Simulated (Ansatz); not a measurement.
Theory: Ansatz 0.2.0, DFT PBE, scalar-relativistic, plane waves, PAW. Settings: cutoff 420 eV, Γ-centred meshes spaced at most about 0.3 Å⁻¹, and about 0.25 Å⁻¹ or finer for metals (2π included), Gaussian smearing. No spin polarisation.

These are static total energies at zero pressure.

Question: Which of these relaxed structures of NbAs is the lowest in energy?
A.

```
Nb As
1.0
     3.42437    0.00000    0.00000
    -1.71219    2.96559    0.00000
     0.00000    0.00000    3.48852
Nb As
1 1
Direct
  0.66667 0.33333 0.50000
  0.33333 0.66667 0.00000
```

B.

```
Nb As
1.0
     3.21742    0.00000    0.00000
     0.00000    3.21742    0.00000
     0.00000    0.00000    3.21742
Nb As
1 1
Direct
  0.00000 0.00000 0.00000
  0.50000 0.50000 0.50000
```

C.

```
Nb As
1.0
     3.40892    0.00000    0.00000
    -1.70446    2.95221    0.00000
     0.00000    0.00000    8.33633
Nb As
2 2
Direct
  0.33333 0.66667 0.33817
  0.66667 0.33333 0.83817
  0.33333 0.66667 0.03496
  0.66667 0.33333 0.53496
```

D.

```
Nb As
1.0
     0.00000    2.90678    2.90678
     2.90678    0.00000    2.90678
     2.90678    2.90678    0.00000
Nb As
1 1
Cartesian
  0.0000 0.0000 0.0000
  4.3602 4.3602 4.3602
```

Answer: A. The next of these, B, lies 251 meV/atom higher. Forms: A tungsten carbide type, P-6m2; B caesium chloride type, Pm-3m; C P6_3mc; D zinc blende type, F-43m. Counting As atoms around Nb (those within 1.25 times the shortest such distance or 1.15 times the sum of covalent radii): A has Nb 6; B has Nb 8; C has Nb 4; D has Nb 4. Origin: A, invented, then shaken at random and relaxed again; B, C and D, invented. The lowest form computed isn't among them: it has space group I4_1md (No. 109), 17.7 Å³/atom, is reached from a cell as deposited in COD and lies 7 meV/atom below the best shown.

Cells relaxed within their symmetry can be saddle points. Some candidate types were left out of the draw beforehand, so a known form may be missing.
